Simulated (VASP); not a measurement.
# Li (P6/mmm) in VASP: notebook

The runs below take Li through relaxation of cell and atoms, with PBE.

All numbers are computed with VASP 6.6.1; they aren't measurements. Logs are shortened: lines on timing, memory, paths and dates and some standing lists are left out, and cuts for length are marked.

## 1. Starting point

It takes space group P6/mmm (No. 191, hexagonal). Conventional cell: a = 2.936 Å, b = 2.936 Å, c = 2.715 Å, α = 90.00°, β = 90.00°, γ = 120.00°. Li (site symmetry 6/mmm) has 8 Li at 2.71 to 2.94 Å as nearest neighbours.

The cell was built by a generator and needn't be a form met in nature.

## 2. Relaxation of cell and atoms, PBE, target pressure 2 GPa, at which the enthalpy is minimised

The input, INCAR:

```
SYSTEM = Li
ALGO = Normal
EDIFF = 1E-7
EDIFFG = -0.01
ENCUT = 600
GGA = PE
IBRION = 2
ISIF = 3
ISMEAR = -1
LASPH = .True.
LCHARG = .False.
LREAL = .False.
LWAVE = .False.
NELM = 80
NSW = 60
PREC = Accurate
PSTRESS = 20
SIGMA = 0.05
```

The input, KPOINTS:

```
k-points
0
Gamma
  10 10 10
  0 0 0
```

The input, POSCAR:

```
Li
1.0
    2.9357600000      0.0000000000      0.0000000000
   -1.4678800000      2.5424500000      0.0000000000
    0.0000000000      0.0000000000      2.7146800000
Li
1
Direct
    0.0000000000      0.0000000000      0.0000000000
```

Potentials or basis: VASP PAW PBE potentials, release 64 (Li_sv).

The run is started by

```sh
cat potpaw_PBE.64/Li_sv/POTCAR > POTCAR
mpirun -np 1 vasp_std > vasp.out
```

OUTCAR:

```text
SYSTEM = Li
   EDIFF = 1E-7
   EDIFFG = -0.01
   ENCUT = 600
   GGA = PE
   IBRION = 2
   ISIF = 3
   ISMEAR = -1
   LASPH = .True.
   LREAL = .False.
   NELM = 80
   NSW = 60
   PREC = Accurate
   PSTRESS = 20

 ion  position               nearest neighbor table
   1  0.000  0.000  0.000-

  LATTYP: Found a hexagonal cell.
 ALAT       =     2.9357600000
 C/A-ratio  =     0.9246941167

  Lattice vectors:

 A1 = (   2.9357600000,   0.0000000000,   0.0000000000)
 A2 = (  -1.4678800000,   2.5424500000,   0.0000000000)
 A3 = (   0.0000000000,   0.0000000000,   2.7146800000)

Analysis of symmetry for initial positions (statically):
=====================================================================
 Subroutine PRICEL returns:
 Original cell was already a primitive cell.

 Routine SETGRP: Setting up the symmetry group for a
 hexagonal supercell.

 Subroutine GETGRP returns: Found 24 space group operations
 (whereof 24 operations were pure point group operations)
 out of a pool of 24 trial point group operations.

The static configuration has the point symmetry D_6h.

Analysis of symmetry for dynamics (positions and initial velocities):
=====================================================================
 Subroutine PRICEL returns:
 Original cell was already a primitive cell.

 Routine SETGRP: Setting up the symmetry group for a
 hexagonal supercell.

 Subroutine GETGRP returns: Found 24 space group operations
 (whereof 24 operations were pure point group operations)
 out of a pool of 24 trial point group operations.

The dynamic configuration has the point symmetry D_6h.

 Subroutine INISYM returns: Found 24 space group operations
 (whereof 24 operations are pure point group operations),
 and found     1 'primitive' translations

----------------------------------------------------------------------------------------

                                     Primitive cell

  volume of cell :      20.2624

  direct lattice vectors                    reciprocal lattice vectors
     2.935760000  0.000000000  0.000000000     0.340627299  0.196660701  0.000000000
    -1.467880000  2.542450000  0.000000000     0.000000000  0.393321403  0.000000000
     0.000000000  0.000000000  2.714680000     0.000000000  0.000000000  0.368367542

  length of vectors
     2.935760000  2.935766288  2.714680000     0.393322245  0.393321403  0.368367542

  position of ions in fractional coordinates (direct lattice)
     0.000000000  0.000000000  0.000000000

  ion indices of the primitive-cell ions
   primitive index   ion index
                 1           1

----------------------------------------------------------------------------------------

 KPOINTS: k-points

Automatic generation of k-mesh.
 Grid dimensions read from file:
 generate k-points for:   10   10   10

 Generating k-lattice:

  Cartesian coordinates                     Fractional coordinates (reciprocal lattice)
     0.034062730  0.019666070  0.000000000     0.100000000  0.000000000  0.000000000
     0.000000000  0.039332140  0.000000000     0.000000000  0.100000000  0.000000000
     0.000000000  0.000000000  0.036836754     0.000000000  0.000000000  0.100000000

  Length of vectors
     0.039332225  0.039332140  0.036836754

  Shift w.r.t. Gamma in fractional coordinates (k-lattice)
     0.000000000  0.000000000  0.000000000

 Subroutine IBZKPT returns following result:
 ===========================================

 Found     84 irreducible k-points:

 Following reciprocal coordinates:
            Coordinates               Weight
  0.000000  0.000000  0.000000      1.000000
  0.100000  0.000000  0.000000      6.000000
  0.200000  0.000000  0.000000      6.000000
  0.300000 -0.000000  0.000000      6.000000
  0.400000 -0.000000  0.000000      6.000000
  0.500000 -0.000000  0.000000      3.000000
[... 16 lines left out ...]
  0.300000  0.100000  0.100000     24.000000
  0.400000  0.100000  0.100000     24.000000
 [... further k-points ...]
   k-points           NKPTS =     84   k-points in BZ     NKDIM =     84   number of bands    NBANDS=      5
   number of dos      NEDOS =    301   number of ions     NIONS =      1
   total plane-waves  NPLWV =  13824
   dimension x,y,z NGX =    24 NGY =   24 NGZ =   24
   dimension x,y,z NGXF=    48 NGYF=   48 NGZF=   48
   ions per type =               1
   NGX,Y,Z   is equivalent  to a cutoff of  13.59, 13.59, 14.70 a.u.
   NGXF,Y,Z  is equivalent  to a cutoff of  27.18, 27.18, 29.40 a.u.
 SYSTEM =  Li
   PREC   = accura    normal or accurate (medium, high low for compatibility)
   ISTART =      0    job   : 0-new  1-cont  2-samecut
   ICHARG =      2    charge: 1-file 2-atom 10-const
   ISPIN  =      1    spin polarized calculation?
   LNONCOLLINEAR =      F non collinear calculations
   LSORBIT =      F    spin-orbit coupling
   LASPH  =      T    aspherical Exc in radial PAW
   ENCUT  =  600.0 eV  44.10 Ry    6.64 a.u.   5.86  5.86  5.42*2*pi/ulx,y,z
   NELM   =     80;   NELMIN=  2; NELMDL= -5     # of ELM steps
   EDIFF  = 0.1E-06   stopping-criterion for ELM
   LREAL  =      F    real-space projection
   EDIFFG = -.1E-01   stopping-criterion for IOM
   NSW    =     60    number of steps for IOM
   IBRION =      2    ionic relax: 0-MD 1-quasi-New 2-CG
   NFREE  =      1    steps in history (QN), initial steepest desc. (CG)
   ISIF   =      3    stress and relaxation
   ISYM   =      2    0-nonsym 1-usesym 2-fastsym
   POTIM  = 0.5000    time-step for ionic-motion
   TEBEG  =    0.0;   TEEND  =   0.0 temperature during run
   PSTRESS=   20.0 pullay stress
   NELECT =       3.0000    total number of electrons
   NUPDOWN=      -1.0000    fix difference up-down
   EMIN   =  10.00;   EMAX   =-10.00  energy-range for DOS
   EFERMI =   0.00;   METHOD = LEGACY
   ISMEAR =    -1;   SIGMA  =   0.05  broadening in eV -4-tet -1-fermi 0-gaus
   EFERMI_NEDOS =   21; number of points for ismear=-14 and -15
   IALGO  =     38    algorithm
   IMIX   =      4    mixing-type and parameters
     AMIX     =   0.40;   BMIX     =  1.00
     AMIX_MAG =   1.60;   BMIX_MAG =  1.00
  volume/ion in A,a.u.               =      20.26       136.74
  Fermi-wavevector in a.u.,A,eV,Ry     =   0.866067  1.636629 10.205344  0.750072
  Thomas-Fermi vector in A             =   1.984402
   LORBIT       =      0    0 simple, 1 ext, 2 COOP (PROOUT), +10 PAW based schemes
   GGA     = PE    functional components
   LHFCALC =     F    Hartree Fock is set to
   AEXX    =    0.0000 exact exchange contribution
   IVDW    =     0    specifies the selected vdW correction
   LEPSILON=     F    determine dielectric tensor
   LRPA    =     F    only Hartree local field effects (RPA)
 conjugate gradient relaxation of ions
 non-spin polarized calculation
  energy-cutoff  :      600.00
  volume of cell :       20.26
 maximum number of plane-waves:       690
 NGX is ok and might be reduce to    24
   NGX = 11   NGY = 11   NGZ = 11

--------------------------------------- Ionic step        1  -------------------------------------------

 number of electron       3.0000006 magnetization

 Free energy of the ion-electron system (eV)
  ---------------------------------------------------
  ext. energy  EPLUGINS =         0.00000000
  ---------------------------------------------------
  free energy    TOTEN  =        -1.83912970 eV

  energy without entropy =       -1.83475271  energy(sigma->0) =       -1.83694121

------------------------ aborting loop because EDIFF is reached ----------------------------------------

  FORCE on cell =-STRESS in cart. coord.  units (eV):
  Direction    XX          YY          ZZ          XY          YZ          ZX
  --------------------------------------------------------------------------------------
  -------------------------------------------------------------------------------------
  Total        0.0328674      0.0328676     -0.1272186      0.0000000     -0.0000000     -0.0000000
  in kB        2.5988708      2.5988856    -10.0593387      0.0000000     -0.0000000     -0.0000000
  external PRESSURE =     -21.6205274 kB  Pullay stress =      20.0000000 kB
[... 170 lines left out ...]
  enthalpy is  TOTEN    =        -1.6076793919 eV   P V=        0.2198867322

--------------------------------------- Ionic step        6  -------------------------------------------

 number of electron       3.0000000 magnetization

 Free energy of the ion-electron system (eV)
  ---------------------------------------------------
  ext. energy  EPLUGINS =         0.00000000
  ---------------------------------------------------
  free energy    TOTEN  =        -1.82724115 eV

  energy without entropy =       -1.82472937  energy(sigma->0) =       -1.82598526

 E-fermi :   0.9622     XC(G=0):  -7.3992

 val. band max:        0.9251243780   @ k =   0.5000  -0.0000   0.1000
 cond. band min:       1.0678762647   @ k =   0.1000   0.1000   0.5000
 fundamental gap:      0.1427518867
 Fermi energy:         0.9621641616

 k-point     1 :       0.0000    0.0000    0.0000
  band No.  band energies     occupation
      1     -45.4387      2.00000
      2      -2.6702      2.00000
      3      15.1467      0.00000
      4      15.6116      0.00000
      5      15.6116      0.00000

 k-point     2 :       0.1000    0.0000    0.0000
  band No.  band energies     occupation
      1     -45.4358      2.00000
      2      -2.4949      2.00000
      3      13.7860      0.00000
      4      14.7458      0.00000
      5      15.3679      0.00000
[... 169 lines left out ...]
 k-point    24 :       0.4000    0.1000    0.1000
  band No.  band energies     occupation
      1     -45.4042      2.00000
      2       0.8716      1.71926
      3       4.6278      0.00000
      4      10.1470      0.00000
      5      16.3857      0.00000

 [... further k-points ...]

------------------------ aborting loop because EDIFF is reached ----------------------------------------

  FORCE on cell =-STRESS in cart. coord.  units (eV):
  Direction    XX          YY          ZZ          XY          YZ          ZX
  --------------------------------------------------------------------------------------
  -------------------------------------------------------------------------------------
  Total        0.2120522      0.2120535      0.2251599      0.0000000      0.0000000      0.0000000
  in kB       19.3232694     19.3233842     20.5177135      0.0000000      0.0000000      0.0000000
  external PRESSURE =      -0.2785443 kB  Pullay stress =      20.0000000 kB
[... 16 lines left out ...]
  FREE ENERGIE OF THE ION-ELECTRON SYSTEM (eV)
  ---------------------------------------------------
  free  energy   TOTEN  =        -1.8272411471 eV

  energy  without entropy=       -1.8247293687  energy(sigma->0) =       -1.82598526

  enthalpy is  TOTEN    =        -1.6077625560 eV   P V=        0.2194785912

 reached required accuracy - stopping structural energy minimisation
```

Run time: 12 s. Hardware: 1 thread of Intel Xeon 6975P-C (Granite Rapids), shared host; peak memory 0.13 GiB.

Results:

```yaml
Free_energy: -1.8272 eV
Relaxed_volume: 17.58 Å³/atom
Relaxed_cell: a = 2.823 Å, b = 2.823 Å, c = 2.547 Å, α = 90.00°, β = 90.00°, γ = 120.00°
Space_group_after_relaxing_to_0.05_Å: P6/mmm (No. 191)
Energy_change_on_relaxing_the_enthalpy_is_what_falls: +11.9 meV/atom
Ionic_steps: 6
Pressure_after_relaxing: 2.0 GPa
Band_gap_on_the_k_mesh: none (metal or under the smearing width)
```

Step by step:
```csv
step,energy change (eV),largest force (eV/Å),pressure (GPa),volume (Å³)
1,0.0000,0.0000,-0.16,20.26
2,-0.0003,0.0000,0.33,19.47
3,0.0073,0.0000,1.53,18.00
4,0.0122,0.0000,1.99,17.56
5,0.0116,0.0000,1.93,17.61
6,0.0119,0.0000,1.97,17.58
```

Final structure:
```cif
data_structure
_symmetry_space_group_name_H-M 'P 1'
_symmetry_Int_Tables_number 1
_cell_length_a 2.8231
_cell_length_b 2.8231
_cell_length_c 2.5473
_cell_angle_alpha 90.000
_cell_angle_beta 90.000
_cell_angle_gamma 120.000
_cell_volume 17.58
loop_
_atom_site_label
_atom_site_type_symbol
_atom_site_fract_x
_atom_site_fract_y
_atom_site_fract_z
_atom_site_occupancy
Li1 Li 0.00000 0.00000 0.00000 1
```

Levels at points of the mesh, in eV from the Fermi level:
| k point | band 1 | band 2 | band 3 | band 4 | band 5 |
| --- | --- | --- | --- | --- | --- |
| (0.00, 0.00, 0.00) | -46.40 | -3.63 | 14.18 | 14.65 | 14.65 |
| (0.50, 0.00, 0.00) | -46.37 | -0.26 | 3.23 | 10.37 | 14.64 |
| (0.00, 0.00, 0.50) | -46.36 | -0.63 | 2.78 | 17.82 | 17.82 |
| (0.50, 0.00, 0.50) | -46.33 | 4.30 | 4.42 | 6.95 | 10.14 |

Caveat: the cutoff is under 1.25 times the usual one of these potentials, so pressure, stress and relaxed cells hold a basis-set (Pulay) error; the cell is relaxed towards a set pressure, so the enthalpy falls and the energy may rise.

## 3. Relaxation of cell and atoms, PBE, target pressure 5 GPa, at which the enthalpy is minimised

Edit INCAR of step 2 so:

```diff
@@ -16,3 +16,3 @@
 PREC = Accurate
-PSTRESS = 20
+PSTRESS = 50
 SIGMA = 0.05
```

KPOINTS is that of step 2.

POSCAR is that of step 2.

Potentials or basis: VASP PAW PBE potentials, release 64 (Li_sv).

The run is started by

```sh
cat potpaw_PBE.64/Li_sv/POTCAR > POTCAR
mpirun -np 1 vasp_std > vasp.out
```

Wall time 12 s (1 thread of Intel Xeon 6975P-C (Granite Rapids), shared host); peak memory 0.13 GiB.

Results (log left out):

- Free energy: -1.7838 eV
- Relaxed volume: 15.51 Å³/atom
- Relaxed cell: a = 2.708 Å, b = 2.708 Å, c = 2.442 Å, α = 90.00°, β = 90.00°, γ = 120.00°
- Space group after relaxing (to 0.05 Å): P6/mmm (No. 191)
- Energy change on relaxing (the enthalpy is what falls): +55.4 meV/atom
- Ionic steps: 6
- Pressure after relaxing: 5.0 GPa
- Band gap on the k mesh: none (metal or under the smearing width)

Stress tensor (GPa, compression positive):
```
5.03 0.00 0.00
0.00 5.03 0.00
0.00 0.00 4.93
```

Step by step:
```tsv
step	energy change (eV)	largest force (eV/Å)	pressure (GPa)	volume (Å³)
1	0.0000	0.0000	-0.16	20.26
2	0.0045	0.0000	1.17	18.41
3	0.0352	0.0000	3.73	16.26
4	0.0587	0.0000	5.20	15.40
5	0.0555	0.0000	5.01	15.50
6	0.0554	0.0000	5.00	15.51
```

Final structure:
```
Li
1.0
     2.70777    0.00000    0.00000
    -1.35389    2.34501    0.00000
     0.00000    0.00000    2.44201
Li
1
Cartesian
  1.3539 2.3450 0.0000
```

Levels at points of the mesh, in eV from the Fermi level:
```tsv
k point	band 1	band 2	band 3	band 4	band 5
(0.00, 0.00, 0.00)	-46.20	-3.74	15.50	16.02	16.02
(0.50, 0.00, 0.00)	-46.15	-0.31	3.75	11.31	16.01
(0.00, 0.00, 0.50)	-46.14	-0.71	3.32	19.53	19.53
(0.50, 0.00, 0.50)	-46.09	4.69	4.83	7.48	11.29
```

Caveat: the cutoff is under 1.25 times the usual one of these potentials, so pressure, stress and relaxed cells hold a basis-set (Pulay) error; the cell is relaxed towards a set pressure, so the enthalpy falls and the energy may rise; the volume moved by over 15 % at a fixed basis, so the end points are rough.

[end of part 1 of 2]
